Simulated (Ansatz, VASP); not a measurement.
## One calculation of CaO, two programs

```xyz
2
Lattice="0.0000 2.3539 2.3539 2.3539 0.0000 2.3539 2.3539 2.3539 0.0000" Properties=species:S:1:pos:R:3 pbc="T T T"
Ca    0.0100    0.0100    0.0100
O     2.3539    2.3539    2.3539
```

Change from the starting cell: atom 1 moved by [0.01, 0.01, 0.01] A.

Alike in both runs: task single point; functional LDA; k mesh 8 × 8 × 8; no spin polarisation.

|  | VASP | Ansatz |
| --- | --- | --- |
| version | VASP 6.6.1 | Ansatz 0.2.0 |
| potentials or method | VASP PAW LDA potentials, release 64 (Ca_sv, O), cutoff 520 eV | all-electron LAPW, scalar-relativistic |
| occupations | gaussian, width 0.01 eV | fixed |

Ansatz gave:

| Quantity | Value |
| --- | --- |
| gap on the k mesh at the Fermi level (eV) | 3.45 |
| pressure (GPa) | 0.0 |
| rms of the force components (eV/Å) | 0.036 |

Q: Which values does VASP return?

A: gap on the k mesh at the Fermi level (eV): 3.42; pressure (GPa): 1.0; rms of the force components (eV/Å): 0.037.

Atom by atom the forces differ by 0.002 eV/Å (rms over components). Ansatz ran all-electron here, so the differences hold the error of VASP's frozen core and of both bases.

A k mesh can miss the band edges.
